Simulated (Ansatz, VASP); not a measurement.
**Y in VASP and in Ansatz**

```xyz
1
Lattice="-1.9846 1.9846 1.9846 1.9846 -1.9846 1.9846 1.9846 1.9846 -1.9846" Properties=species:S:1:pos:R:3 pbc="T T T"
Y     0.0000    0.0000    0.0000
```

Alike in both runs: task relaxation of cell and atoms; functional PBEsol; k mesh 14 × 14 × 14; occupations gaussian, width 0.1 eV; no spin polarisation.

```csv
,VASP,Ansatz
version,VASP 6.6.1,Ansatz 0.2.0
potentials or method,"VASP PAW PBE potentials, release 64 (Y_sv)","scalar-relativistic, plane waves, PAW"
plane-wave cutoff (eV),600,420
valence electrons in the cell,11,11
```

|  | VASP | Ansatz | Ansatz less VASP |
| --- | --- | --- | --- |
| gap on the k mesh at the Fermi level, each at its own relaxed structure (eV) | none | none | - |
| relaxed volume (Å³/atom) | 31.23 | 31.34 | +0.110 |
| relaxed cell length with the largest relative difference (Å) | 3.436 | 3.440 | +0.0040 |

A gap of «none» marks a metal or a gap that the smearing closes.

Caveats: the PAW data sets were made with another functional, which shifts forces and pressure a little (VASP).
